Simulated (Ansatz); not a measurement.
Space group I4/mmm (No. 139). a = 3.235 Å, b = 3.235 Å, c = 5.068 Å, α = 90.00°, β = 90.00°, γ = 90.00°
```csv
atom,site,symmetry,x,y,z
Sn,2a,4/mmm,0.0000,0.0000,0.0000
```

Equation of state of this Sn structure (not necessarily the ground state), with shape and atoms relaxed at each volume where symmetry leaves them free. It has no gap at any of these volumes. The calculation used DFT PBEsol, scalar-relativistic, plane waves, PAW (Ansatz).

Plane waves to 420 eV, a k mesh through Γ of 18×18×18 on the computed 1-atom cell and Gaussian smearing (0.10 eV); no spin polarisation.

```tsv
V (Å³/atom)	E − E(largest V) (meV/atom)	P (GPa)
24.921	3.76	3.96
25.717	-10.43	1.82
26.512	-14.81	0.00
27.307	-10.89	-1.53
28.103	0.00	-2.82
```

Question: Fit a third-order Birch–Murnaghan equation to E(V).

Answer: V0 = 26.51 Å³/atom, B0 = 55 GPa, B0' = 4.7.

This form isn't the element's structure at ambient conditions.